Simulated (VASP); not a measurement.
# BN (P6_3/mmc) in VASP: settings compared

Aim: see how the results for BN move with the level of theory and the settings. Levels: PBEsol, LDA. Tasks: relaxation of shape and atoms at fixed volume, relaxation of cell and atoms.

Everything below comes from runs of VASP 6.6.1. Logs are shortened: lines on timing, memory, paths and dates and some standing lists are left out, and cuts for length are marked.

## Step 1: The crystal as given

It takes space group P6_3/mmc (No. 194, hexagonal). The conventional cell has a = 2.498 Å, b = 2.498 Å, c = 6.636 Å, α = 90.00°, β = 90.00°, γ = 120.00°. B (site symmetry -6m2) has 3 N at 1.44 Å as nearest neighbours. Around N (site symmetry -6m2) lie 3 B at 1.44 Å.

## Step 2: Relaxation of shape and atoms at fixed volume, PBEsol (a relaxed cell with its volume scaled by 1.04)

Input file INCAR:

```
SYSTEM = BN
PREC = Accurate
ENCUT = 600
EDIFF = 1E-7
ISMEAR = 0
SIGMA = 0.03
LREAL = .FALSE.
LASPH = .TRUE.
NELM = 80
ALGO = Normal
ISIF = 4
LWAVE = .FALSE.
LCHARG = .FALSE.
GGA = PS
IBRION = 2
NSW = 40
EDIFFG = -0.01
```

Input file KPOINTS:

```
Automatic mesh
0
G
  12 12 4
  0 0 0
```

Input file POSCAR:

```
BN                                      
1.0
    2.5379098935      0.0000000000      0.0000000000
   -1.2689549468      2.1978944404      0.0000000000
    0.0000000000      0.0000000000      6.9614847141
  B               N             
     2     2
Direct
     0.3333333332999970    0.6666666667000030    0.2500000000000000
     0.6666666667000030    0.3333333332999970    0.7500000000000000
     0.3333333332999970    0.6666666667000030    0.7500000000000000
     0.6666666667000030    0.3333333332999970    0.2500000000000000
```

Potentials or basis: VASP PAW PBE potentials, release 64 (B, N).

On the command line:

```sh
$ cat potpaw_PBE.64/B/POTCAR potpaw_PBE.64/N/POTCAR > POTCAR
$ mpirun -np 1 vasp_std > vasp.out
```

OUTCAR:

```text
SYSTEM = BN
   PREC = Accurate
   ENCUT = 600
   EDIFF = 1E-7
   ISMEAR = 0
   LREAL = .FALSE.
   LASPH = .TRUE.
   NELM = 80
   ISIF = 4
   GGA = PS
   IBRION = 2
   NSW = 40
   EDIFFG = -0.01

 ion  position               nearest neighbor table
   1  0.333  0.667  0.250-   4 1.47   4 1.47   4 1.47
   2  0.667  0.333  0.750-   3 1.47   3 1.47   3 1.47
   3  0.333  0.667  0.750-   2 1.47   2 1.47   2 1.47
   4  0.667  0.333  0.250-   1 1.47   1 1.47   1 1.47

  LATTYP: Found a hexagonal cell.
 ALAT       =     2.5379098935
 C/A-ratio  =     2.7429991632

  Lattice vectors:

 A1 = (   2.5379098935,   0.0000000000,   0.0000000000)
 A2 = (  -1.2689549468,   2.1978944404,   0.0000000000)
 A3 = (   0.0000000000,   0.0000000000,   6.9614847141)

Analysis of symmetry for initial positions (statically):
=====================================================================
 Subroutine PRICEL returns:
 Original cell was already a primitive cell.

 Routine SETGRP: Setting up the symmetry group for a
 hexagonal supercell.

 Subroutine GETGRP returns: Found 24 space group operations
 (whereof 12 operations were pure point group operations)
 out of a pool of 24 trial point group operations.

The static configuration has the point symmetry D_3d.
 The point group associated with its full space group is D_6h.

Analysis of symmetry for dynamics (positions and initial velocities):
=====================================================================
 Subroutine PRICEL returns:
 Original cell was already a primitive cell.

 Routine SETGRP: Setting up the symmetry group for a
 hexagonal supercell.

 Subroutine GETGRP returns: Found 24 space group operations
 (whereof 12 operations were pure point group operations)
 out of a pool of 24 trial point group operations.

The dynamic configuration has the point symmetry D_3d.
 The point group associated with its full space group is D_6h.

 Subroutine INISYM returns: Found 24 space group operations
 (whereof 12 operations are pure point group operations),
 and found     1 'primitive' translations

----------------------------------------------------------------------------------------

                                     Primitive cell

  volume of cell :      38.8316

  direct lattice vectors                    reciprocal lattice vectors
     2.537909894  0.000000000  0.000000000     0.394025021  0.227490452  0.000000000
    -1.268954947  2.197894440  0.000000000     0.000000000  0.454980904  0.000000000
     0.000000000  0.000000000  6.961484714     0.000000000  0.000000000  0.143647518

  length of vectors
     2.537909894  2.537909894  6.961484714     0.454980904  0.454980904  0.143647518

  position of ions in fractional coordinates (direct lattice)
     0.333333333  0.666666667  0.250000000
     0.666666667  0.333333333  0.750000000
     0.333333333  0.666666667  0.750000000
     0.666666667  0.333333333  0.250000000

  ion indices of the primitive-cell ions
   primitive index   ion index
                 1           1
                 2           2
                 3           3
                 4           4

----------------------------------------------------------------------------------------

 KPOINTS: Automatic mesh

Automatic generation of k-mesh.
 Grid dimensions read from file:
 generate k-points for:   12   12    4

 Generating k-lattice:

  Cartesian coordinates                     Fractional coordinates (reciprocal lattice)
     0.032835418  0.018957538  0.000000000     0.083333333  0.000000000  0.000000000
     0.000000000  0.037915075  0.000000000     0.000000000  0.083333333  0.000000000
     0.000000000  0.000000000  0.035911879     0.000000000  0.000000000  0.250000000

  Length of vectors
     0.037915075  0.037915075  0.035911879

  Shift w.r.t. Gamma in fractional coordinates (k-lattice)
     0.000000000  0.000000000  0.000000000

 Subroutine IBZKPT returns following result:
 ===========================================

 Found     57 irreducible k-points:

 Following reciprocal coordinates:
            Coordinates               Weight
  0.000000  0.000000  0.000000      1.000000
  0.083333  0.000000  0.000000      6.000000
  0.166667 -0.000000  0.000000      6.000000
  0.250000  0.000000  0.000000      6.000000
  0.333333  0.000000  0.000000      6.000000
  0.416667 -0.000000  0.000000      6.000000
[... 16 lines left out ...]
  0.250000  0.000000  0.250000     12.000000
  0.333333  0.000000  0.250000     12.000000
 [... further k-points ...]
   k-points           NKPTS =     57   k-points in BZ     NKDIM =     57   number of bands    NBANDS=     12
   number of dos      NEDOS =    301   number of ions     NIONS =      4
   total plane-waves  NPLWV =  22400
   dimension x,y,z NGX =    20 NGY =   20 NGZ =   56
   dimension x,y,z NGXF=    40 NGYF=   40 NGZF=  112
   ions per type =               2   2
   NGX,Y,Z   is equivalent  to a cutoff of  13.10, 13.10, 13.37 a.u.
   NGXF,Y,Z  is equivalent  to a cutoff of  26.20, 26.20, 26.75 a.u.
 SYSTEM =  BN
   PREC   = accura    normal or accurate (medium, high low for compatibility)
   ISTART =      0    job   : 0-new  1-cont  2-samecut
   ICHARG =      2    charge: 1-file 2-atom 10-const
   ISPIN  =      1    spin polarized calculation?
   LNONCOLLINEAR =      F non collinear calculations
   LSORBIT =      F    spin-orbit coupling
   LASPH  =      T    aspherical Exc in radial PAW
   ENCUT  =  600.0 eV  44.10 Ry    6.64 a.u.   5.07  5.07 13.90*2*pi/ulx,y,z
   NELM   =     80;   NELMIN=  2; NELMDL= -5     # of ELM steps
   EDIFF  = 0.1E-06   stopping-criterion for ELM
   LREAL  =      F    real-space projection
   EDIFFG = -.1E-01   stopping-criterion for IOM
   NSW    =     40    number of steps for IOM
   IBRION =      2    ionic relax: 0-MD 1-quasi-New 2-CG
   NFREE  =      1    steps in history (QN), initial steepest desc. (CG)
   ISIF   =      4    stress and relaxation
   ISYM   =      2    0-nonsym 1-usesym 2-fastsym
   POTIM  = 0.5000    time-step for ionic-motion
   TEBEG  =    0.0;   TEEND  =   0.0 temperature during run
   PSTRESS=    0.0 pullay stress
   NELECT =      16.0000    total number of electrons
   NUPDOWN=      -1.0000    fix difference up-down
   EMIN   =  10.00;   EMAX   =-10.00  energy-range for DOS
   EFERMI =   0.00;   METHOD = LEGACY
   ISMEAR =     0;   SIGMA  =   0.03  broadening in eV -4-tet -1-fermi 0-gaus
   EFERMI_NEDOS =   21; number of points for ismear=-14 and -15
   IALGO  =     38    algorithm
   IMIX   =      4    mixing-type and parameters
     AMIX     =   0.40;   BMIX     =  1.00
     AMIX_MAG =   1.60;   BMIX_MAG =  1.00
  volume/ion in A,a.u.               =       9.71        65.51
  Fermi-wavevector in a.u.,A,eV,Ry     =   1.218204  2.302071 20.191316  1.484020
  Thomas-Fermi vector in A             =   2.353498
   LORBIT       =      0    0 simple, 1 ext, 2 COOP (PROOUT), +10 PAW based schemes
   GGA     = PS    functional components
   LHFCALC =     F    Hartree Fock is set to
   AEXX    =    0.0000 exact exchange contribution
   IVDW    =     0    specifies the selected vdW correction
   LEPSILON=     F    determine dielectric tensor
   LRPA    =     F    only Hartree local field effects (RPA)
 conjugate gradient relaxation of ions
 non-spin polarized calculation
 Gauss-broadening in eV      SIGMA  =   0.03
  energy-cutoff  :      600.00
  volume of cell :       38.83
 maximum number of plane-waves:      1317
   NGX = 11   NGY = 11   NGZ = 27

--------------------------------------- Ionic step        1  -------------------------------------------

 number of electron      16.0000001 magnetization

 Free energy of the ion-electron system (eV)
  ---------------------------------------------------
  ext. energy  EPLUGINS =         0.00000000
  ---------------------------------------------------
  free energy    TOTEN  =       -36.53941380 eV

  energy without entropy =      -36.53941380  energy(sigma->0) =      -36.53941380

------------------------ aborting loop because EDIFF is reached ----------------------------------------

  FORCE on cell =-STRESS in cart. coord.  units (eV):
  Direction    XX          YY          ZZ          XY          YZ          ZX
  --------------------------------------------------------------------------------------
  -------------------------------------------------------------------------------------
  Total       -3.0806764     -3.0806764     -0.0450586      0.0000000      0.0000000      0.0000000
  in kB     -127.1076728   -127.1076728     -1.8591035      0.0000000      0.0000000      0.0000000
  external PRESSURE =     -85.3581497 kB  Pullay stress =       0.0000000 kB
[... 61 lines left out ...]
  energy  without entropy=      -36.5782875440  energy(sigma->0) =      -36.57828754

--------------------------------------- Ionic step        3  -------------------------------------------

 number of electron      16.0000000 magnetization

 Free energy of the ion-electron system (eV)
  ---------------------------------------------------
  ext. energy  EPLUGINS =         0.00000000
  ---------------------------------------------------
  free energy    TOTEN  =       -36.57836961 eV

  energy without entropy =      -36.57836961  energy(sigma->0) =      -36.57836961

 E-fermi :   1.7845     XC(G=0):  -9.8055

 val. band max:        1.6227169339   @ k =   0.3333   0.3333   0.5000
 cond. band min:       5.9068612841   @ k =   0.5000   0.0000   0.0000
 fundamental gap:      4.2841443502
 Fermi energy:         1.7845252386

 k-point     1 :       0.0000    0.0000    0.0000
  band No.  band energies     occupation
      1     -16.0667      2.00000
      2     -15.8960      2.00000
      3      -4.3677      2.00000
      4      -2.8577      2.00000
      5       0.3111      2.00000
      6       0.3111      2.00000
      7       0.3284      2.00000
      8       0.3284      2.00000
      9       6.3160      0.00000
     10      10.9331      0.00000
     11      13.1303      0.00000
     12      13.1353      0.00000
[... 331 lines left out ...]
 k-point    24 :       0.3333    0.0000    0.2500
  band No.  band energies     occupation
      1     -14.0722      2.00000
      2     -13.9873      2.00000
      3      -5.2489      2.00000
      4      -5.2208      2.00000
      5      -1.9449      2.00000
      6      -1.9231      2.00000
      7      -1.4169      2.00000
      8      -0.5653      2.00000
      9       8.4507      0.00000
     10       8.8098      0.00000
     11      10.1447      0.00000
     12      11.7228      0.00000

 [... further k-points ...]
[... 5 lines left out ...]
  --------------------------------------------------------------------------------------
  -------------------------------------------------------------------------------------
  Total       -0.0826814     -0.0826814     -0.0860235      0.0000000      0.0000000     -0.0000000
  in kB       -3.4114052     -3.4114053     -3.5493012      0.0000000      0.0000000     -0.0000000
  external PRESSURE =      -3.4573706 kB  Pullay stress =       0.0000000 kB
[... 19 lines left out ...]
  FREE ENERGIE OF THE ION-ELECTRON SYSTEM (eV)
  ---------------------------------------------------
  free  energy   TOTEN  =       -36.5783696053 eV

  energy  without entropy=      -36.5783696053  energy(sigma->0) =      -36.57836961

 reached required accuracy - stopping structural energy minimisation
```

It took 62 s on 1 thread of Intel Xeon Platinum 8488C (Sapphire Rapids), shared host; peak memory 0.17 GiB.

What came out:

- Free energy: -36.5784 eV
- Energy gained by relaxing: 9.7 meV/atom
- Ionic steps: 3
- Pressure after relaxing: -0.3 GPa
- Band gap on the k mesh: 4.28 eV, indirect (least direct gap 4.60 eV)

Step by step:
```tsv
step	energy change (eV)	largest force (eV/Å)	pressure (GPa)
1	0.0000	0.0000	-8.54
2	-0.0389	0.0000	-0.74
3	-0.0390	0.0000	-0.35
```

Final structure:
```
B N
1.0
     2.50584    0.00000    0.00000
    -1.25292    2.17012    0.00000
     0.00000    0.00000    7.14084
B N
2 2
Direct
  0.33333 0.66667 0.25000
  0.66667 0.33333 0.75000
  0.33333 0.66667 0.75000
  0.66667 0.33333 0.25000
```

Caveat: the PAW data sets were made with another functional, which shifts forces and pressure a little; this functional lacks dispersion, which binds the layers, so the pressure and a relaxed spacing across them are unreliable. A k mesh can miss the band edges.

## Step 3: Relaxation of shape and atoms at fixed volume, PBEsol (a relaxed cell with its volume scaled by 1.06)

INCAR is that of step 2.

KPOINTS is that of step 2.

POSCAR, as its differences from that of step 2:

```diff
@@ -2,5 +2,5 @@
 1.0
-    2.5379098935      0.0000000000      0.0000000000
-   -1.2689549468      2.1978944404      0.0000000000
-    0.0000000000      0.0000000000      6.9614847141
+    2.5540753605      0.0000000000      0.0000000000
+   -1.2770376803      2.2118941454      0.0000000000
+    0.0000000000      0.0000000000      7.0058265766
   B               N
```

Potentials or basis: VASP PAW PBE potentials, release 64 (B, N).

On the command line:

```sh
$ cat potpaw_PBE.64/B/POTCAR potpaw_PBE.64/N/POTCAR > POTCAR
$ mpirun -np 1 vasp_std > vasp.out
```

OUTCAR:

```text
SYSTEM = BN
   PREC = Accurate
   ENCUT = 600
   EDIFF = 1E-7
   ISMEAR = 0
   LREAL = .FALSE.
   LASPH = .TRUE.
   NELM = 80
   ISIF = 4
   GGA = PS
   IBRION = 2
   NSW = 40
   EDIFFG = -0.01

 ion  position               nearest neighbor table
   1  0.333  0.667  0.250-   4 1.47   4 1.47   4 1.47
   2  0.667  0.333  0.750-   3 1.47   3 1.47   3 1.47
   3  0.333  0.667  0.750-   2 1.47   2 1.47   2 1.47
   4  0.667  0.333  0.250-   1 1.47   1 1.47   1 1.47

  LATTYP: Found a hexagonal cell.
 ALAT       =     2.5540753605
 C/A-ratio  =     2.7429991632

  Lattice vectors:

 A1 = (   2.5540753605,   0.0000000000,   0.0000000000)
 A2 = (  -1.2770376803,   2.2118941454,   0.0000000000)
 A3 = (   0.0000000000,   0.0000000000,   7.0058265766)

[... 272 lines left out ...]
 cond. band min:       5.7997356485   @ k =   0.5000  -0.0000   0.0000
 fundamental gap:      4.3158429521
 Fermi energy:         1.6476858626

 k-point     1 :       0.0000    0.0000    0.0000
  band No.  band energies     occupation
      1     -16.1942      2.00000
      2     -16.0487      2.00000
      3      -4.4406      2.00000
      4      -3.0767      2.00000
      5       0.1706      2.00000
      6       0.1706      2.00000
      7       0.1849      2.00000
      8       0.1849      2.00000
      9       6.1074      0.00000
     10      10.5768      0.00000
     11      12.9931      0.00000
     12      13.0199      0.00000
[... 331 lines left out ...]
 k-point    24 :       0.3333    0.0000    0.2500
  band No.  band energies     occupation
      1     -14.2061      2.00000
      2     -14.1340      2.00000
      3      -5.3869      2.00000
      4      -5.3640      2.00000
      5      -2.0844      2.00000
      6      -2.0665      2.00000
      7      -1.5136      2.00000
      8      -0.7475      2.00000
      9       8.3236      0.00000
     10       8.6394      0.00000
     11       9.9394      0.00000
     12      11.5644      0.00000

 [... further k-points ...]
[... 5 lines left out ...]
  --------------------------------------------------------------------------------------
  -------------------------------------------------------------------------------------
  Total       -0.1000820     -0.1000820     -0.1102594      0.0000000     -0.0000000      0.0000000
  in kB       -4.0514354     -4.0514354     -4.4634291      0.0000000     -0.0000000      0.0000000
  external PRESSURE =      -4.1887666 kB  Pullay stress =       0.0000000 kB
[... 19 lines left out ...]
  FREE ENERGIE OF THE ION-ELECTRON SYSTEM (eV)
  ---------------------------------------------------
  free  energy   TOTEN  =       -36.5779289115 eV

  energy  without entropy=      -36.5779289115  energy(sigma->0) =      -36.57792891

 reached required accuracy - stopping structural energy minimisation
```

CONTCAR:

```text
BN
   1.00000000000000
     2.5059659685603579    0.0000000000033753    0.0000000000000000
    -1.2529829843263141    2.1702301898142804   -0.0000000000000000
     0.0000000000000000   -0.0000000000000000    7.2774035703954816
  B               N
     2     2
Direct
     0.3333333332999970    0.6666666667000030    0.2500000000000000
     0.6666666667000030    0.3333333332999970    0.7500000000000000
     0.3333333332999970    0.6666666667000030    0.7500000000000000
     0.6666666667000030    0.3333333332999970    0.2500000000000000

  0.00000000E+00  0.00000000E+00  0.00000000E+00
  0.00000000E+00  0.00000000E+00  0.00000000E+00
  0.00000000E+00  0.00000000E+00  0.00000000E+00
  0.00000000E+00  0.00000000E+00  0.00000000E+00
```

Run time: 69 s. Hardware: 1 thread of Intel Xeon Platinum 8488C (Sapphire Rapids), shared host; peak memory 0.16 GiB.

What came out:

```yaml
Free_energy: -36.5779 eV
Energy_gained_by_relaxing: 21.4 meV/atom
Ionic_steps: 3
Pressure_after_relaxing: -0.4 GPa
Band_gap_on_the_k_mesh: 4.32 eV, indirect (least direct gap 4.60 eV)
```

The path:
| step | energy change (eV) | largest force (eV/Å) | pressure (GPa) |
| --- | --- | --- | --- |
| 1 | 0.0000 | 0.0000 | -12.28 |
| 2 | -0.0853 | 0.0000 | -1.26 |
| 3 | -0.0857 | 0.0000 | -0.42 |

Final structure:
```
B N
1.0
     2.50597    0.00000    0.00000
    -1.25298    2.17023    0.00000
     0.00000    0.00000    7.27740
B N
2 2
Direct
  0.33333 0.66667 0.25000
  0.66667 0.33333 0.75000
  0.33333 0.66667 0.75000
  0.66667 0.33333 0.25000
```

Levels at points of the mesh, in eV from the valence-band top:
```csv
k point,band 5,band 6,band 7,band 8,band 9,band 10,band 11,band 12
"(0.00, 0.00, 0.00)",-1.31,-1.31,-1.30,-1.30,4.62,9.09,11.51,11.54
"(0.50, 0.00, 0.00)",-4.13,-4.10,-1.23,-0.62,4.32,5.25,9.39,9.90
"(0.00, 0.00, 0.50)",-1.31,-1.31,-1.31,-1.31,6.53,6.53,11.54,11.54
"(0.50, 0.00, 0.50)",-4.11,-4.11,-0.92,-0.92,4.67,4.67,9.77,9.77
```

Caveat: the PAW data sets were made with another functional, which shifts forces and pressure a little; this functional lacks dispersion, which binds the layers, so the pressure and a relaxed spacing across them are unreliable. A k mesh can miss the band edges.

(Continued in part 2 of 2.)
